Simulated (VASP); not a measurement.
# Ho (Im-3m) in VASP: further runs

Runs on Ho. Level: LDA. Tasks: single point.

Everything below comes from runs of VASP 6.6.1. Logs are shortened: lines on timing, memory, paths and dates and some standing lists are left out, and cuts for length are marked.

**1. Starting point**

The structure is cubic, space group Im-3m (No. 229). Conventional cell: a = 3.981 Å, b = 3.981 Å, c = 3.981 Å, α = 90.00°, β = 90.00°, γ = 90.00°. Ho (site symmetry m-3m) has 8 Ho at 3.45 Å as nearest neighbours.

This isn't the form of Ho at room conditions, which is hcp.

**2. Single point, LDA, collinear spin, ferromagnetic start**

Contents of INCAR:

```
PREC = Accurate
ENCUT = 460
EDIFF = 0.01
ISMEAR = 1
SIGMA = 0.15
LREAL = F
LASPH = T
NELM = 100
ALGO = Normal
ISIF = 2
LWAVE = F
LCHARG = F
ISPIN = 2
MAGMOM = 4
LORBIT = 11
LMAXMIX = 6
GGA = CA
NBANDS = 20
ADDGRID = F
```

Contents of KPOINTS:

```
Automatic mesh
0
Gamma
  5 5 5
```

Contents of POSCAR:

```
Ho
1.0
   -1.9905175072      1.9905175072      1.9905175072
    1.9905175072     -1.9905175072      1.9905175072
    1.9905175072      1.9905175072     -1.9905175072
Ho
1
Direct
    0.0000000000      0.0000000000      0.0000000000
```

Potentials or basis: VASP PAW PBE potentials, release 64 (Ho).

Run with:

```bash
$ cat potpaw_PBE.64/Ho/POTCAR > POTCAR
$ mpirun -np 1 vasp_std > vasp.out
```

OUTCAR:

```text
PREC = Accurate
   ENCUT = 460
   EDIFF = 0.01
   ISMEAR = 1
   LREAL = F
   LASPH = T
   NELM = 100
   ISIF = 2
   ISPIN = 2
   LORBIT = 11
   GGA = CA

 Found     10 irreducible k-points:

 Following reciprocal coordinates:
            Coordinates               Weight
  0.000000  0.000000  0.000000      1.000000
  0.200000  0.000000  0.000000     12.000000
  0.400000  0.000000  0.000000     12.000000
  0.200000  0.200000  0.000000     24.000000
  0.400000  0.200000 -0.000000     24.000000
  0.200000  0.200000  0.200000      8.000000
   k-points           NKPTS =     10   k-points in BZ     NKDIM =     10   number of bands    NBANDS=     20
   number of dos      NEDOS =    301   number of ions     NIONS =      1
   total plane-waves  NPLWV =  13824
   dimension x,y,z NGX =    24 NGY =   24 NGZ =   24
   dimension x,y,z NGXF=    48 NGYF=   48 NGZF=   48
   ions per type =               1
   NGX,Y,Z   is equivalent  to a cutoff of  11.57, 11.57, 11.57 a.u.
   NGXF,Y,Z  is equivalent  to a cutoff of  23.15, 23.15, 23.15 a.u.
 SYSTEM =  unknown system
   PREC   = accura    normal or accurate (medium, high low for compatibility)
   ISTART =      0    job   : 0-new  1-cont  2-samecut
   ICHARG =      2    charge: 1-file 2-atom 10-const
   ISPIN  =      2    spin polarized calculation?
   LNONCOLLINEAR =      F non collinear calculations
   LSORBIT =      F    spin-orbit coupling
   LASPH  =      T    aspherical Exc in radial PAW
   ENCUT  =  460.0 eV  33.81 Ry    5.81 a.u.   6.03  6.03  6.03*2*pi/ulx,y,z
   NELM   =    100;   NELMIN=  2; NELMDL= -5     # of ELM steps
   EDIFF  = 0.1E-01   stopping-criterion for ELM
   LREAL  =      F    real-space projection
   EDIFFG = 0.1E+00   stopping-criterion for IOM
   NSW    =      0    number of steps for IOM
   IBRION =     -1    ionic relax: 0-MD 1-quasi-New 2-CG
   NFREE  =      0    steps in history (QN), initial steepest desc. (CG)
   ISIF   =      2    stress and relaxation
   ISYM   =      2    0-nonsym 1-usesym 2-fastsym
   POTIM  = 0.5000    time-step for ionic-motion
   TEBEG  =    0.0;   TEEND  =   0.0 temperature during run
   PSTRESS=    0.0 pullay stress
   NELECT =      21.0000    total number of electrons
   NUPDOWN=      -1.0000    fix difference up-down
   EMIN   =  10.00;   EMAX   =-10.00  energy-range for DOS
   EFERMI =   0.00;   METHOD = LEGACY
   ISMEAR =     1;   SIGMA  =   0.15  broadening in eV -4-tet -1-fermi 0-gaus
   EFERMI_NEDOS =   21; number of points for ismear=-14 and -15
   IALGO  =     38    algorithm
   IMIX   =      4    mixing-type and parameters
     AMIX     =   0.40;   BMIX     =  1.00
     AMIX_MAG =   1.60;   BMIX_MAG =  1.00
  volume/ion in A,a.u.               =      31.55       212.89
  Fermi-wavevector in a.u.,A,eV,Ry     =   1.429427  2.701225 27.800255  2.043261
  Thomas-Fermi vector in A             =   2.549382
   LORBIT       =     11    0 simple, 1 ext, 2 COOP (PROOUT), +10 PAW based schemes
   GGA     = CA    functional components
   LHFCALC =     F    Hartree Fock is set to
   AEXX    =    0.0000 exact exchange contribution
   IVDW    =     0    specifies the selected vdW correction
   LEPSILON=     F    determine dielectric tensor
   LRPA    =     F    only Hartree local field effects (RPA)
 spin polarized calculation
 Methfessel and Paxton  Order N= 1 SIGMA  =   0.15
  energy-cutoff  :      460.00
  volume of cell :       31.55
 maximum number of plane-waves:       713
   NGX = 13   NGY = 13   NGZ = 13

 number of electron      21.0000028 magnetization       3.3336923

 Free energy of the ion-electron system (eV)
  ---------------------------------------------------
  ext. energy  EPLUGINS =         0.00000000
  ---------------------------------------------------
  free energy    TOTEN  =        -6.39718713 eV

  energy without entropy =       -6.37580705  energy(sigma->0) =       -6.39006044

 E-fermi :   2.2796     XC(G=0): -10.3971

 val. band max:        2.2744922626   @ k =  -0.4000  -0.4000   0.2000
 cond. band min:       2.2945350755   @ k =   0.4000   0.2000  -0.0000
 fundamental gap:      0.0200428129
 Fermi energy:         2.2796330219

 spin component 1

 k-point     1 :       0.0000    0.0000    0.0000
  band No.  band energies     occupation
      1     -45.5761      1.00000
      2     -20.4230      1.00000
      3     -20.4230      1.00000
      4     -20.4230      1.00000
      5      -2.8205      1.00000
      6      -0.4881      1.00000
[... 12 lines left out ...]
     19      13.6143      0.00000
     20      13.6143      0.00000

 k-point     2 :       0.2000    0.0000    0.0000
  band No.  band energies     occupation
      1     -45.5571      1.00000
      2     -20.6648      1.00000
      3     -20.4988      1.00000
      4     -20.4243      1.00000
      5      -1.7342      1.00000
      6      -0.5364      1.00000
[... 12 lines left out ...]
     19      15.3203      0.00000
     20      15.5890      0.00000

 k-point     3 :       0.4000    0.0000    0.0000
  band No.  band energies     occupation
      1     -45.5264      1.00000
      2     -21.0306      1.00000
      3     -20.6185      1.00000
      4     -20.4264      1.00000
      5      -0.5971      1.00000
      6      -0.4266      1.00000
[... 12 lines left out ...]
     19      11.9524      0.00000
     20      15.4250      0.00000

 k-point     4 :       0.2000    0.2000    0.0000
  band No.  band energies     occupation
      1     -45.5323      1.00000
      2     -20.9087      1.00000
      3     -20.6052      1.00000
      4     -20.4761      1.00000
      5      -0.6075      1.00000
      6      -0.4080      1.00000
[... 12 lines left out ...]
     19      14.6378      0.00000
     20      14.8447      0.00000

 k-point     5 :       0.4000    0.2000   -0.0000
  band No.  band energies     occupation
      1     -45.5169      1.00000
      2     -21.0093      1.00000
      3     -20.7327      1.00000
      4     -20.4907      1.00000
      5      -0.6215      1.00000
      6      -0.4261      1.00000
[... 12 lines left out ...]
     19      12.6520      0.00000
     20      14.1026      0.00000

 k-point     6 :       0.2000    0.2000    0.2000
  band No.  band energies     occupation
      1     -45.5201      1.00000
      2     -20.9248      1.00000
      3     -20.6474      1.00000
      4     -20.6474      1.00000
      5      -0.6225      1.00000
      6      -0.4075      1.00000
[... 12 lines left out ...]
     19      12.9331      0.00000
     20      12.9331      0.00000

 [... further k-points ...]

 spin component 2

 k-point     1 :       0.0000    0.0000    0.0000
  band No.  band energies     occupation
      1     -44.2192      1.00000
      2     -19.4343      1.00000
      3     -19.4343      1.00000
      4     -19.4343      1.00000
      5      -2.7768      1.00000
      6       1.9179      1.00171
[... 12 lines left out ...]
     19      13.6531      0.00000
     20      13.6532      0.00000

 k-point     2 :       0.2000    0.0000    0.0000
  band No.  band energies     occupation
      1     -44.1979      1.00000
      2     -19.7054      1.00000
      3     -19.5179      1.00000
      4     -19.4362      1.00000
      5      -1.6663      1.00000
      6       1.9059      1.00120
[... 12 lines left out ...]
     19      15.5775      0.00000
     20      15.6537      0.00000

 k-point     3 :       0.4000    0.0000    0.0000
  band No.  band energies     occupation
      1     -44.1633      1.00000
      2     -20.1117      1.00000
      3     -19.6495      1.00000
      4     -19.4392      1.00000
      5       0.1449      1.00000
      6       1.9618      1.00534
[... 12 lines left out ...]
     19      12.3431      0.00000
     20      15.7288      0.00000

 k-point     4 :       0.2000    0.2000    0.0000
  band No.  band energies     occupation
      1     -44.1700      1.00000
      2     -19.9762      1.00000
      3     -19.6368      1.00000
      4     -19.4937      1.00000
      5       0.0434      1.00000
      6       1.8907      1.00076
[... 12 lines left out ...]
     19      14.9168      0.00000
     20      15.0670      0.00000

 k-point     5 :       0.4000    0.2000   -0.0000
  band No.  band energies     occupation
      1     -44.1527      1.00000
      2     -20.0875      1.00000
      3     -19.7782      1.00000
      4     -19.5101      1.00000
      5       1.1497      1.00000
      6       1.9735      1.00699
[... 12 lines left out ...]
     19      12.8963      0.00000
     20      14.3815      0.00000

 k-point     6 :       0.2000    0.2000    0.2000
  band No.  band energies     occupation
      1     -44.1562      1.00000
      2     -19.9939      1.00000
      3     -19.6854      1.00000
      4     -19.6854      1.00000
      5       1.8746      1.00045
      6       2.0377      1.02247
[... 12 lines left out ...]
     19      13.2261      0.00000
     20      13.2261      0.00000

 [... further k-points ...]

------------------------ aborting loop because EDIFF is reached ----------------------------------------

  FORCE on cell =-STRESS in cart. coord.  units (eV):
  Direction    XX          YY          ZZ          XY          YZ          ZX
  --------------------------------------------------------------------------------------
  -------------------------------------------------------------------------------------
  Total       -2.4390636     -2.4390636     -2.4390636      0.0000000     -0.0000000      0.0000000
  in kB     -123.8727291   -123.8727291   -123.8727291      0.0000000     -0.0000000      0.0000000
  external PRESSURE =    -123.8727291 kB  Pullay stress =       0.0000000 kB

 VOLUME and BASIS-vectors are now :
 -----------------------------------------------------------------------------
  energy-cutoff  :      460.00
  volume of cell :       31.55
      direct lattice vectors                 reciprocal lattice vectors
    -1.990517507  1.990517507  1.990517507     0.000000000  0.251190958  0.251190958
     1.990517507 -1.990517507  1.990517507     0.251190958  0.000000000  0.251190958
     1.990517507  1.990517507 -1.990517507     0.251190958  0.251190958  0.000000000

 POSITION                                       TOTAL-FORCE (eV/Angst)
 -----------------------------------------------------------------------------------
      0.00000      0.00000      0.00000         0.000000     -0.000000     -0.000000
 -----------------------------------------------------------------------------------
    total drift:                                0.000000      0.000000      0.000000

  FREE ENERGIE OF THE ION-ELECTRON SYSTEM (eV)
  ---------------------------------------------------
  free  energy   TOTEN  =        -6.3971871334 eV

  energy  without entropy=       -6.3758070498  energy(sigma->0) =       -6.39006044

 total charge

# of ion       s       p       d       f       tot
--------------------------------------------------
    1        2.124   5.681   0.361  10.483  18.649

 magnetization (x)

# of ion       s       p       d       f       tot
--------------------------------------------------
    1        0.003  -0.028  -0.016   3.289   3.248
```

Wall time 19 s (1 thread of Intel Xeon Platinum 8375C at 2.90GHz (Ice Lake), shared host); peak memory 0.14 GiB.

These settings aren't checked as converged: the numbers below hold their error.

What came out:

* Free energy: -6.3972 eV
* Pressure: -12.4 GPa
* Band gap on the k mesh: none (metal or under the smearing width)
* Net moment: 3.33 μB per cell
* Site moments: Ho +3.25 μB
* Valence electrons inside the program's atomic spheres: Ho 18.65

Caveat: the k mesh is coarse (spacing up to 0.45 Å⁻¹), so the values aren't converged; the magnetic or orbital state may not be the lowest; the PAW data sets were made with another functional, which shifts forces and pressure a little; spin-orbit coupling is left out, which moves the levels of the heavy elements.

**3. Single point, LDA, collinear spin, ferromagnetic start**

INCAR, as its differences from that of step 2:

```diff
@@ -2,3 +2,3 @@
 ENCUT = 460
-EDIFF = 0.01
+EDIFF = 0.001
 ISMEAR = 1
```

KPOINTS is that of step 2.

POSCAR is that of step 2.

Potentials or basis: VASP PAW PBE potentials, release 64 (Ho).

Run with:

```bash
$ cat potpaw_PBE.64/Ho/POTCAR > POTCAR
$ mpirun -np 1 vasp_std > vasp.out
```

It took 27 s on 1 thread of Intel Xeon Platinum 8375C at 2.90GHz (Ice Lake), shared host; peak memory 0.14 GiB.

The run converged, but some of its settings lie outside the range that counts as converged, so its numbers aren't taken as properties of the crystal.

What came out:

```
Free energy                                           : -6.4011 eV
Pressure                                              : -18.9 GPa
Band gap on the k mesh                                : none (metal or under the smearing width)
Net moment                                            : 3.36 μB per cell
Site moments                                          : Ho +3.24 μB
Valence electrons inside the program's atomic spheres : Ho 18.66
```

Caveat: the k mesh is coarse (spacing up to 0.45 Å⁻¹), so the values aren't converged; the magnetic or orbital state may not be the lowest; the PAW data sets were made with another functional, which shifts forces and pressure a little; spin-orbit coupling is left out, which moves the levels of the heavy elements.

**4. Single point, LDA, collinear spin, ferromagnetic start**

INCAR, as its differences from that of step 3:

```diff
@@ -2,3 +2,3 @@
 ENCUT = 460
-EDIFF = 0.001
+EDIFF = 1E-4
 ISMEAR = 1
```

KPOINTS is that of step 3.

POSCAR is that of step 3.

Run with:

```bash
$ cat potpaw_PBE.64/Ho/POTCAR > POTCAR
$ mpirun -np 1 vasp_std > vasp.out
```

Run time: 28 s. Hardware: 1 thread of Intel Xeon Platinum 8375C at 2.90GHz (Ice Lake), shared host; peak memory 0.14 GiB.

The run converged, but some of its settings lie outside the range that counts as converged, so its numbers aren't taken as properties of the crystal.

Results:

```yaml
Free_energy: -6.3886 eV
Pressure: -5.9 GPa
Band_gap_on_the_k_mesh: none (metal or under the smearing width)
Net_moment: 3.25 μB per cell
Site_moments: Ho +3.31 μB
Valence_electrons_inside_the_program's_atomic_spheres: Ho 18.59
```

Caveat: the k mesh is coarse (spacing up to 0.45 Å⁻¹), so the values aren't converged; the magnetic or orbital state may not be the lowest; the PAW data sets were made with another functional, which shifts forces and pressure a little; spin-orbit coupling is left out, which moves the levels of the heavy elements.

**5. Single point, LDA, collinear spin, ferromagnetic start**

INCAR, as its differences from that of step 4:

```diff
@@ -2,3 +2,3 @@
 ENCUT = 460
-EDIFF = 1E-4
+EDIFF = 1E-5
 ISMEAR = 1
```

KPOINTS is that of step 4.

POSCAR is that of step 4.

Run with:

```bash
$ cat potpaw_PBE.64/Ho/POTCAR > POTCAR
$ mpirun -np 1 vasp_std > vasp.out
```

Wall time 30 s (1 thread of Intel Xeon Platinum 8375C at 2.90GHz (Ice Lake), shared host); peak memory 0.14 GiB.

These settings aren't checked as converged: the numbers below hold their error.

What came out:

- Free energy: -6.3886 eV
- Pressure: -5.5 GPa
- Band gap on the k mesh: none (metal or under the smearing width)
- Net moment: 3.26 μB per cell
- Site moments: Ho +3.32 μB
- Valence electrons inside the program's atomic spheres: Ho 18.59

Caveat: the k mesh is coarse (spacing up to 0.45 Å⁻¹), so the values aren't converged; the magnetic or orbital state may not be the lowest; the PAW data sets were made with another functional, which shifts forces and pressure a little; spin-orbit coupling is left out, which moves the levels of the heavy elements.

(Part 1 of 2 ends here.)
